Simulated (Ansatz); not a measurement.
Bulk crystal (Te2Pt) after relaxation:

Space group P-3m1 (No. 164). a = 4.053 Å, b = 4.053 Å, c = 5.091 Å, α = 90.00°, β = 90.00°, γ = 120.00°
```json
{"atom": "Te", "site": "2d", "symmetry": "3m.", "x": "0.3333", "y": "0.6667", "z": "0.2671"}
{"atom": "Pt", "site": "1a", "symmetry": "-3m.", "x": "0.0000", "y": "0.0000", "z": "0.0000"}
```

Miller indices refer to the conventional cell of P-3m1 (No. 164), a = 4.053 Å, b = 4.053 Å, c = 5.091 Å, α = 90.00°, β = 90.00°, γ = 120.00°.

The (001) slab of 5 planes, 7.5 Å thick with 15 Å of vacuum as cut; outer planes Te (top) and Te (bottom).

All numbers below come from DFT PBE+D3(BJ), scalar-relativistic, plane waves, PAW in Ansatz 0.2.0. Settings: cutoff 420 eV, Γ-centred mesh 9×9×1 on the computed 5-atom cell, Gaussian smearing of 0.10 eV; no spin polarisation. The cell repeats along c with a dipole correction in the vacuum.

The slab isn't stoichiometric (Te4Pt), so its surface energy depends on the chemical potentials and isn't given. The slab's inner planes relax by over 3 % too, so it holds no bulk-like region.

Results for the relaxed slab:

```yaml
Work_function: 4.98 eV
```

Relaxation lowers the energy by 0.100 J/m² a face; the largest move is 0.195 Å.

| plane (bottom to top) | atoms | spacing to next, bulk (Å) | relaxed (Å) | change (%) |
| --- | --- | --- | --- | --- |
| 1 | Te | 2.372 | 2.082 | -12.2 |
| 2 | Te | 1.360 | 1.454 | +6.9 |
| 3 | Pt | 1.360 | 1.454 | +6.9 |
| 4 | Te | 2.372 | 2.082 | -12.2 |
| 5 | Te |  |  |  |

With no bulk-like middle, the error of these values can't be bounded. Other terminations of this plane can be more stable.

Spin-orbit coupling is left out, which matters for the bands of heavy elements.

The top two spacings change in opposite senses (-12.2 and +6.9 %).

The outer Te planes move towards the central Te–Pt–Te unit, while the Pt–Te spacings within that unit widen. This follows from where the crystal is cut. PtTe2 cleaves naturally between the facing Te planes of neighbouring layers, but here the cut runs through Pt–Te bonds and leaves a single Te plane on each side of one intact layer. The spacing that shrinks by 12.2 % is therefore the former interlayer gap, not a strong bond within a layer.

Having lost its Pt neighbours, the outer Te probably makes up for the missing bonds through stronger Te–Te p-orbital overlap across the gap, though the dispersion term may also contribute to the contraction. The 6.9 % expansion beneath it would fit a transfer of bonding from Pt–Te to Te–Te contacts, but the spacings alone don't prove this. The work function of 4.98 eV likewise belongs to the Te-covered layer and shouldn't be read as that of the natural cleavage face.
